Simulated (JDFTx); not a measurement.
Runs of JDFTx 1.7.0 (patched build) on MgO. The structure is cubic, space group Fm-3m (No. 225). Conventional cell: a = 4.194 Å, b = 4.194 Å, c = 4.194 Å, α = 90.00°, β = 90.00°, γ = 90.00°. Mg (site symmetry m-3m) has 6 O at 2.10 Å as nearest neighbours. O (site symmetry m-3m) is surrounded by 6 Mg at 2.10 Å. The cell is a database's computed one.

```csv
task,level,potentials or basis,cell,k mesh,cutoff (eV),density cutoff over wavefunction cutoff,max SCF steps,SCF threshold on the energy,solver of the electrons,further solve for the empty bands,mesh quality,gap on the mesh (eV),pressure (GPa)
single point,LDA,PseudoDojo-SR-LDA-0.4.1-standard,as given,11 × 11 × 11,1143,8,100,1e-09 Ha,scf,yes,not flagged,4.82,-4.0
single point,PBEsol,PseudoDojo-SR-PBEsol-0.4.1-standard,as given,6 × 6 × 6,1143,8,100,1e-09 Ha,scf,no,coarse,4.79,2.3
single point,PBE,PseudoDojo-SR-PBE-0.5-standard,as given,11 × 11 × 11,1143,4,100,1e-08 Ha,scf,yes,not flagged,(c),6.7
single point,PBEsol,PseudoDojo-SR-PBEsol-0.4.1-standard,as given,11 × 11 × 11,1143,8,100,1e-09 Ha,scf,yes,not flagged,4.79,2.3
single point,TASK,SG15-PBE-1.2,as given,11 × 11 × 11,1088,8,100,1e-09 Ha,scf,yes,not flagged,7.23,24.6
relaxation of cell and atoms,PBE+D3(BJ),PseudoDojo-SR-PBE-0.5-standard,relaxed,11 × 11 × 11,1143,8,100,1e-09 Ha,scf,no,not flagged,4.81,0.0
single point,r2SCAN,SG15-PBE-1.2,as given,11 × 11 × 11,1088,8,100,1e-09 Ha,scf,yes,not flagged,(b),(a)
single point,PBE,PseudoDojo-SR-PBE-0.5-standard,as given,4 × 4 × 4,1143,8,100,1e-09 Ha,scf,yes,coarse,4.89,6.8
single point,PBE,PseudoDojo-SR-PBE-0.5-standard with smoothed tails,as given,11 × 11 × 11,1143,8,100,1e-09 Ha,scf,yes,not flagged,4.89,6.7
```

Alike in all rows: no spin polarisation; smearing fermi-dirac 0.05 eV.

Fill in the values left out.

(a) 1.9; (b) 5.66; (c) 4.90.

Caveats: some runs use coarse meshes; an odd mesh through Γ misses points on the zone boundary, where band edges often lie (some runs); the cutoff is short for these files and lowers the pressure by up to 1 GPa (some runs); the potentials were made for another functional, which shifts forces and pressure (some runs); so large a pressure means that the cell lies far from this level's equilibrium, or that cutoff or potentials fall short (some runs).

Not every run made on this cell is shown here.
